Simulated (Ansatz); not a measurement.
**InGaAs2 in Ansatz: the effect of functional**

The system is InGaAs2.

```
In As Ga
1.0
     4.22500    0.00000    0.00000
     0.00000    4.22500    0.00000
     0.00000    0.00000    5.96215
In As Ga
1 2 1
Cartesian
  0.0000 0.0000 2.9811
  0.0000 2.1125 1.3804
  2.1125 0.0000 4.5818
  2.1125 2.1125 0.0000
```

The cell comes from a database or a generator and needn't be the stable form of this composition.

Alike in all runs:

| Property | Result |
| --- | --- |
| Program | Ansatz 0.2.0 |
| Task | projected density of states |
| Potentials or basis | Ansatz PAW |
| k mesh | 4 × 4 × 3 |
| Occupations | fermi-dirac, width 0.05 eV |
| Spin | no spin polarisation |

| functional | cutoff | gap on the mesh (eV) | pressure (GPa) | largest force (eV/Å) |
| --- | --- | --- | --- | --- |
| LDA | 420 eV (not typed: the program's choice for these potentials) | none | -4.0 | 0.05 |
| PBEsol | 420 eV (not typed: the program's choice for these potentials) | none | -2.4 | 0.07 |
| r2SCAN | 500 eV (not typed: the program's choice for these potentials) | none | -2.2 | 0.09 |
| HSE06 | 420 eV (not typed: the program's choice for these potentials) | ? | ? | ? |
| PBE0 | 420 eV (not typed: the program's choice for these potentials) | 0.99 | -2.4 | 0.03 |
| r2SCAN0 | 500 eV (not typed: the program's choice for these potentials) | 1.22 | -3.7 | 0.03 |

Problem. What does the run with functional HSE06 give?

Solution. gap on the mesh 0.40 eV; pressure -2.2 GPa; largest force 0.03 eV/Å.

Caveats: some runs use coarse meshes; the PAW data sets come from PBE, with cores solved anew for the run's functional, which leaves a small shift of forces and pressure; the density of states is complete only up to the lowest level of the last band computed; odd divisions of the mesh miss points on the zone boundary, where band edges often lie, so the gap on the mesh can be too wide (some runs); spin-orbit coupling is left out, which moves the levels of the heavy elements (some runs); the thresholds are loose for stress (some runs).

A gap of «none» marks a metal or a gap under the smearing width.
